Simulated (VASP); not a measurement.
The system is CdS (Greenockite).

```
Cd S
1.0
     4.15000    0.00000    0.00000
    -2.07500    3.59401    0.00000
     0.00000    0.00000    6.73700
Cd S
2 2
Cartesian
  2.0750 1.1980 3.3685
  0.0000 2.3960 0.0000
  2.0750 1.1980 5.8949
  0.0000 2.3960 2.5264
```

Base run:

| Item | Value |
| --- | --- |
| Program | VASP 6.6.1 |
| Functional | revTPSS |
| Potentials or basis | VASP PAW PBE potentials, release 64 (Cd, S) |
| Cutoff | 520 eV |
| k mesh | 7 × 7 × 4 |
| Occupations | fermi-dirac, width 0.05 eV |
| Spin | no spin polarisation |

Its results: band gap on the k mesh 1.34 eV, direct; pressure 1.6 GPa; largest force 0.076 eV/Å.

**Question.** The run is repeated on the same cell with these changes: functional from revTPSS to TPSS; further incar settings from ALGO = Normal; EDIFF = 1e-06 to ALGO = Normal; EDIFF = 1e-06; NBANDS = 26. What comes out?

**Answer.** Band gap on the k mesh 1.40 eV, direct; pressure 2.4 GPa; largest force 0.079 eV/Å.

Caveats: the PAW data sets were made with another functional, which shifts forces and pressure a little.
